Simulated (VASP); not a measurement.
# Ba (P6_422) in VASP: a series of runs, part 2 of 2

VASP 6.6.1. Earlier steps stand in the parts before.

## Step 5: Relaxation of cell and atoms, PBE (random cell with space group P6_422 (No. 181))

The input, INCAR:

```
PREC = Accurate ; ENCUT = 600
EDIFF = 1E-7 ; ISMEAR = 0
SIGMA = 0.1 ; LREAL = F
LASPH = T ; NELM = 100
ALGO = Fast ; ISIF = 3
LWAVE = F ; LCHARG = F
GGA = PE ; IBRION = 2
NSW = 90 ; EDIFFG = -0.04
```

The input, KPOINTS:

```
Automatic mesh
0
Gamma
  3 3 2
```

The input, POSCAR:

```
Ba
1.0
    5.8273489389      0.0000000000      0.0000000000
   -2.9136744694      5.0466322178      0.0000000000
    0.0000000000      0.0000000000      7.6596079500
Ba
3
Direct
    0.0000000000      0.5000000000      0.8333333333
    0.5000000000      0.0000000000      0.5000000000
    0.5000000000      0.5000000000      0.1666666667
```

Potentials or basis: VASP PAW PBE potentials, release 64 (Ba_sv).

Launch:

```
$ cat potpaw_PBE.64/Ba_sv/POTCAR > POTCAR
$ mpirun -np 1 vasp_std > vasp.out
```

OUTCAR:

```text
PREC = Accurate
   ENCUT = 600
   EDIFF = 1E-7
   ISMEAR = 0
   LREAL = F
   LASPH = T
   NELM = 100
   ISIF = 3
   GGA = PE
   IBRION = 2
   NSW = 90
   EDIFFG = -0.04

 ion  position               nearest neighbor table
   1  0.000  0.500  0.833-   2 3.87   2 3.87   3 3.87   3 3.87
   2  0.500  0.000  0.500-   3 3.87   3 3.87   1 3.87   1 3.87
   3  0.500  0.500  0.167-   2 3.87   2 3.87   1 3.87   1 3.87

  LATTYP: Found a hexagonal cell.
 ALAT       =     5.8273489389
 C/A-ratio  =     1.3144241113

  Lattice vectors:

 A1 = (   5.8273489389,   0.0000000000,   0.0000000000)
 A2 = (  -2.9136744694,   5.0466322178,   0.0000000000)
 A3 = (   0.0000000000,   0.0000000000,   7.6596079500)

Analysis of symmetry for initial positions (statically):
=====================================================================
 Subroutine PRICEL returns:
 Original cell was already a primitive cell.

 Routine SETGRP: Setting up the symmetry group for a
 hexagonal supercell.

 Subroutine GETGRP returns: Found 12 space group operations
 (whereof  4 operations were pure point group operations)
 out of a pool of 24 trial point group operations.

The static configuration has the point symmetry D_2 .
 The point group associated with its full space group is D_6 .

Analysis of symmetry for dynamics (positions and initial velocities):
=====================================================================
 Subroutine PRICEL returns:
 Original cell was already a primitive cell.

 Routine SETGRP: Setting up the symmetry group for a
 hexagonal supercell.

 Subroutine GETGRP returns: Found 12 space group operations
 (whereof  4 operations were pure point group operations)
 out of a pool of 24 trial point group operations.

The dynamic configuration has the point symmetry D_2 .
 The point group associated with its full space group is D_6 .

 Subroutine INISYM returns: Found 12 space group operations
 (whereof  4 operations are pure point group operations),
 and found     1 'primitive' translations

----------------------------------------------------------------------------------------

                                     Primitive cell

  volume of cell :     225.2575

  direct lattice vectors                    reciprocal lattice vectors
     5.827348939  0.000000000  0.000000000     0.171604620  0.099075974  0.000000000
    -2.913674469  5.046632218  0.000000000     0.000000000  0.198151947  0.000000000
     0.000000000  0.000000000  7.659607950     0.000000000  0.000000000  0.130554985

  length of vectors
     5.827348939  5.827348939  7.659607950     0.198151947  0.198151947  0.130554985

  position of ions in fractional coordinates (direct lattice)
     0.000000000  0.500000000  0.833333333
     0.500000000  0.000000000  0.500000000
     0.500000000  0.500000000  0.166666667

  ion indices of the primitive-cell ions
   primitive index   ion index
                 1           1
                 2           2
                 3           3

----------------------------------------------------------------------------------------

 KPOINTS: Automatic mesh

Automatic generation of k-mesh.
 Grid dimensions read from file:
 generate k-points for:    3    3    2

[... 34 lines left out ...]
 SYSTEM =  unknown system
   PREC   = accura    normal or accurate (medium, high low for compatibility)
   ISTART =      0    job   : 0-new  1-cont  2-samecut
   ICHARG =      2    charge: 1-file 2-atom 10-const
   ISPIN  =      1    spin polarized calculation?
   LNONCOLLINEAR =      F non collinear calculations
   LSORBIT =      F    spin-orbit coupling
   LASPH  =      T    aspherical Exc in radial PAW
   ENCUT  =  600.0 eV  44.10 Ry    6.64 a.u.  11.64 11.64 15.30*2*pi/ulx,y,z
   NELM   =    100;   NELMIN=  2; NELMDL= -5     # of ELM steps
   EDIFF  = 0.1E-06   stopping-criterion for ELM
   LREAL  =      F    real-space projection
   EDIFFG = -.4E-01   stopping-criterion for IOM
   NSW    =     90    number of steps for IOM
   IBRION =      2    ionic relax: 0-MD 1-quasi-New 2-CG
   NFREE  =      1    steps in history (QN), initial steepest desc. (CG)
   ISIF   =      3    stress and relaxation
   ISYM   =      2    0-nonsym 1-usesym 2-fastsym
   POTIM  = 0.5000    time-step for ionic-motion
   TEBEG  =    0.0;   TEEND  =   0.0 temperature during run
   PSTRESS=    0.0 pullay stress
   NELECT =      30.0000    total number of electrons
   NUPDOWN=      -1.0000    fix difference up-down
   EMIN   =  10.00;   EMAX   =-10.00  energy-range for DOS
   EFERMI =   0.00;   METHOD = LEGACY
   ISMEAR =     0;   SIGMA  =   0.10  broadening in eV -4-tet -1-fermi 0-gaus
   EFERMI_NEDOS =   21; number of points for ismear=-14 and -15
   IALGO  =     68    algorithm
   IMIX   =      4    mixing-type and parameters
     AMIX     =   0.40;   BMIX     =  1.00
     AMIX_MAG =   1.60;   BMIX_MAG =  1.00
  volume/ion in A,a.u.               =      75.09       506.70
  Fermi-wavevector in a.u.,A,eV,Ry     =   0.836031  1.579869  9.509754  0.698947
  Thomas-Fermi vector in A             =   1.949687
   LORBIT       =      0    0 simple, 1 ext, 2 COOP (PROOUT), +10 PAW based schemes
   GGA     = PE    functional components
   LHFCALC =     F    Hartree Fock is set to
   AEXX    =    0.0000 exact exchange contribution
   IVDW    =     0    specifies the selected vdW correction
   LEPSILON=     F    determine dielectric tensor
   LRPA    =     F    only Hartree local field effects (RPA)
 conjugate gradient relaxation of ions
 non-spin polarized calculation
 RMM-DIIS sequential band-by-band and
 Gauss-broadening in eV      SIGMA  =   0.10
  energy-cutoff  :      600.00
  volume of cell :      225.26
 maximum number of plane-waves:      7561
 NGX is ok and might be reduce to    48
   NGX = 23   NGY = 23   NGZ = 31

--------------------------------------- Ionic step        1  -------------------------------------------

 number of electron      29.9999998 magnetization

 Free energy of the ion-electron system (eV)
  ---------------------------------------------------
  ext. energy  EPLUGINS =         0.00000000
  ---------------------------------------------------
  free energy    TOTEN  =        -3.99812136 eV

  energy without entropy =       -3.95195823  energy(sigma->0) =       -3.97503979

------------------------ aborting loop because EDIFF is reached ----------------------------------------

  FORCE on cell =-STRESS in cart. coord.  units (eV):
  Direction    XX          YY          ZZ          XY          YZ          ZX
  --------------------------------------------------------------------------------------
  -------------------------------------------------------------------------------------
  Total       -1.7060869     -1.7060869     -0.0000478     -0.0000000      0.0000000      0.0000000
  in kB      -12.1347966    -12.1347966     -0.0003398     -0.0000000      0.0000000      0.0000000
  external PRESSURE =      -8.0899776 kB  Pullay stress =       0.0000000 kB
[... 92 lines left out ...]
  FREE ENERGIE OF THE ION-ELECTRON SYSTEM (eV)
  ---------------------------------------------------
  free  energy   TOTEN  =        -4.3380332490 eV

  energy  without entropy=       -4.2844941182  energy(sigma->0) =       -4.31126368

 E-fermi :   3.2770     XC(G=0):  -8.9545

 val. band max:        3.1494105160   @ k =   0.3333   0.3333   0.5000
 cond. band min:       3.3079890966   @ k =   0.3333   0.3333   0.0000
 fundamental gap:      0.1585785805
 Fermi energy:         3.2770437067

 k-point     1 :       0.0000    0.0000    0.0000
  band No.  band energies     occupation
      1     -25.0976      2.00000
      2     -25.0113      2.00000
      3     -25.0113      2.00000
      4     -10.6699      2.00000
      5     -10.6699      2.00000
      6      -9.7879      2.00000
[... 109 lines left out ...]
      6     -10.7324      2.00000
[... 11 lines left out ...]
     18       4.2767      0.00000
     19       6.1855      0.00000

[... ionic steps 4 to 17 ...]

--------------------------------------- Ionic step       18  -------------------------------------------

 number of electron      30.0000000 magnetization

------------------------ aborting loop because EDIFF is reached ----------------------------------------
[... 69 lines left out ...]
--------------------------------------- Ionic step       20  -------------------------------------------

 number of electron      30.0000000 magnetization

 Free energy of the ion-electron system (eV)
  ---------------------------------------------------
  ext. energy  EPLUGINS =         0.00000000
  ---------------------------------------------------
  free energy    TOTEN  =        -5.47852131 eV

  energy without entropy =       -5.45188157  energy(sigma->0) =       -5.46520144

 E-fermi :   1.9758     XC(G=0):  -7.5830

 val. band max:        1.9718686897   @ k =   0.3333   0.3333   0.0000
 cond. band min:       2.0807652163   @ k =   0.3333   0.3333   0.5000
 fundamental gap:      0.1088965266
 Fermi energy:         1.9758442207

 k-point     1 :       0.0000    0.0000    0.0000
  band No.  band energies     occupation
      1     -26.9645      2.00000
      2     -26.9329      2.00000
      3     -26.9329      2.00000
      4     -12.2918      2.00000
      5     -12.2918      2.00000
      6     -11.9212      2.00000
[... 151 lines left out ...]
  FREE ENERGIE OF THE ION-ELECTRON SYSTEM (eV)
  ---------------------------------------------------
  free  energy   TOTEN  =        -5.4785213120 eV

  energy  without entropy=       -5.4518815731  energy(sigma->0) =       -5.46520144

 reached required accuracy - stopping structural energy minimisation
```

OSZICAR:

```text
N       E                     dE             d eps       ncg     rms          rms(c)
DAV:   1     0.278078702037E+03    0.27808E+03   -0.12707E+04   228   0.139E+03
DAV:   2     0.218279973176E+02   -0.25625E+03   -0.25353E+03   294   0.261E+02
DAV:   3    -0.272026124913E+01   -0.24548E+02   -0.24326E+02   317   0.926E+01
[... 523 lines left out ...]
RMM:  15    -0.547852064504E+01   -0.27237E-06   -0.29630E-06    79   0.130E-03    0.130E-03
RMM:  16    -0.547852088271E+01   -0.23767E-06   -0.21341E-06    84   0.119E-03    0.122E-03
RMM:  17    -0.547852112494E+01   -0.24223E-06   -0.16491E-06   151   0.258E-03    0.413E-04
RMM:  18    -0.547852123698E+01   -0.11204E-06   -0.94403E-07   116   0.124E-03    0.300E-04
RMM:  19    -0.547852131204E+01   -0.75056E-07   -0.76645E-07    74   0.842E-04
  20 F= -.54785213E+01 E0= -.54652014E+01  d E =-.229583E-02
```

It took 15 min on 1 thread of AMD EPYC 9R45 (Zen 5), shared host; peak memory 0.38 GiB.

What came out:

```
Free energy                            : -5.4785 eV
Relaxed volume                         : 59.48 Å³/atom
Relaxed cell                           : a = 4.271 Å, b = 4.271 Å, c = 11.297 Å, α = 90.00°, β = 90.00°, γ = 120.00°
Space group after relaxing (to 0.05 Å) : P6_422 (No. 181)
Energy gained by relaxing              : 493.5 meV/atom
Ionic steps                            : 20
Pressure after relaxing                : 0.0 GPa
Band gap on the k mesh                 : none (metal or under the smearing width)
```

The path:
```
step  energy change (eV)  largest force (eV/Å)  pressure (GPa)  volume (Å³)
   1              0.0000                0.0000           -0.81       225.26
   2             -0.0931                0.0000           -0.77       213.07
   3             -0.3399                0.0000           -0.10       178.53
   4              0.1192                0.0000            6.22       118.61
   5             -0.3887                0.0000            0.59       163.79
   6             -0.4983                0.0000            0.88       161.20
   7             -0.8778                0.0000            1.63       150.87
   8             -0.5676                0.0000            5.77       121.40
   9             -1.1260                0.0000            1.96       142.03
  10             -1.1062                0.0000            3.11       132.19
  11             -1.1549                0.0000            2.66       135.34
  12             -1.2394                0.0000            2.35       140.42
  13             -1.2422                0.0000            2.05       146.43
  14             -1.2532                0.0000            2.15       144.07
  15             -1.3524                0.0000            1.49       152.05
  16             -1.4759                0.0000            0.13       175.43
  17             -1.4781                0.0000           -0.01       178.98
  18             -1.4781                0.0000           -0.07       179.84
  19             -1.4794                0.0000           -0.04       179.33
  20             -1.4804                0.0000           -0.01       178.45
```

Final structure:
```
Ba
1.0
     4.27073    0.00000    0.00000
    -2.13537    3.69856    0.00000
     0.00000    0.00000   11.29721
Ba
3
Direct
  0.00000 0.50000 0.83333
  0.50000 0.00000 0.50000
  0.50000 0.50000 0.16667
```

Levels at points of the mesh, in eV from the Fermi level:
```tsv
k point	band 11	band 12	band 13	band 14	band 15	band 16	band 17	band 18	band 19
(0.00, 0.00, 0.00)	-13.83	-13.82	-2.89	-1.54	-1.54	0.66	0.66	1.09	1.88
(0.00, 0.00, 0.50)	-13.83	-13.82	-2.44	-2.44	-1.13	0.82	0.82	0.82	1.80
```

Caveat: the k mesh is coarse (spacing up to 0.42 Å⁻¹), so the values aren't converged; the volume moved by over 15 % at a fixed basis, so the end points are rough. Spin-orbit coupling is left out, which matters for the levels of Ba.

## Step 6: The runs side by side

```tsv
task	cell	k mesh	cutoff (eV)	mesh quality	gap on the mesh (eV)	pressure (GPa)	relaxed volume (Å³/atom)
single point	random cell with space group P6_422 (No. 181)	6 × 6 × 2	520	not flagged	none	0.1	-
relaxation of cell and atoms	relaxed from: random cell with space group P6_422 (No. 181)	6 × 6 × 2	600	not flagged	none	-0.1	64.02
single point	random cell with space group P6_422 (No. 181)	3 × 3 × 2	520	coarse	none	0.1	-
relaxation of cell and atoms	relaxed from: random cell with space group P6_422 (No. 181)	3 × 3 × 2	600	coarse	none	0.0	59.48
```

Alike in all rows: level PBE; potentials or basis VASP PAW PBE potentials, release 64 (Ba_sv); no spin polarisation; smearing gaussian 0.1 eV.

Caveats: some runs use coarse meshes; the volume moved by over 15 % at a fixed basis, so the end points are rough (some runs).

Absolute energies hang on the potentials; compare differences alone.
